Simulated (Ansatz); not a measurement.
Crystal: In.

```
In
1.0
     3.37691    0.00000    0.00000
     0.24723    3.36784    0.00000
    -1.81207   -1.68392    2.29876
In
1
Direct
  0.00000 0.00000 0.00000
```

The cell isn't the ideal one: the cell as VASP's run set it.

Base run:

| Property | Result |
| --- | --- |
| Program | Ansatz 0.2.0 |
| Functional | LDA |
| Potentials or basis | all-electron LAPW, scalar-relativistic |
| Cutoff | 179 eV |
| Density cutoff | 717 eV |
| Basis error allowed | 0.001 eV/atom |
| k mesh | 11 × 11 × 11 |
| Occupations | gaussian, width 0.05 eV |
| Spin | no spin polarisation |

Its results: band gap on the k mesh none (metal or under the smearing width); pressure -2.6 GPa.

Question: The run is repeated on the same cell with these changes: functional from LDA to RPBE; occupations from gaussian, width 0.05 eV to gaussian, width 0.02 eV. What comes out?

Answer: Band gap on the k mesh none (metal or under the smearing width); pressure 3.7 GPa.

Not every run made on this cell is shown here.
